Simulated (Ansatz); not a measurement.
Runs of Ansatz 0.2.0 on SnO2. It takes space group Pnnm (No. 58, orthorhombic). The conventional cell has a = 4.788 Å, b = 4.867 Å, c = 3.241 Å, α = 90.00°, β = 90.00°, γ = 90.00°. Sn (site symmetry 2/m) has 6 O at 2.09 to 2.10 Å as nearest neighbours. O (site symmetry m) is surrounded by 3 Sn at 2.09 to 2.10 Å. The cell is a database's computed one.

| task | level | spin | cell | k mesh | target pressure (GPa) | points for each segment of the path | gap on the mesh (eV) | pressure (GPa) | relaxed volume (Å³/atom) | largest force (eV/Å) |
| --- | --- | --- | --- | --- | --- | --- | --- | --- | --- | --- |
| relaxation of cell and atoms | LDA | off | relaxed to 2 GPa | 5 × 5 × 6 | 2 | - | 1.26 | 2.0 | - | - |
| band structure | LDA | SOC, no magnetisation | as given | 5 × 5 × 6 | - | 14 | 0.69 | -11.3 | - | (c) |
| relaxation of cell and atoms | LDA | off | relaxed | 6 × 6 × 8 | - | - | 1.16 | 0.0 | (a) | - |
| relaxation of cell and atoms | revPBE+D3(BJ) | off | relaxed | 6 × 6 × 8 | - | - | (b) | 0.0 | 12.38 | - |
| band structure | PBEsol | off | as given | 6 × 6 × 8 | - | 14 | 0.73 | -6.3 | - | 0.12 |

Alike in all rows: potentials or basis Ansatz PAW; cutoff (eV) 420; smearing fermi-dirac 0.05 eV.

Estimate the missing entries.

(a) 11.86; (b) 0.89; (c) 0.17.

Caveats: the PAW data sets come from PBE, with cores solved anew for the run's functional, which leaves a small shift of forces and pressure; spin-orbit coupling is left out, which moves the levels of the heavy elements (some runs); the plane-wave basis is chosen anew once the cell has moved, so the energies of steps on either side of that aren't comparable (some runs); odd divisions of the mesh miss points on the zone boundary, where band edges often lie, so the gap on the mesh can be too wide (some runs).

A k mesh can miss the band edges, and rows without SOC leave out spin-orbit coupling on Sn.
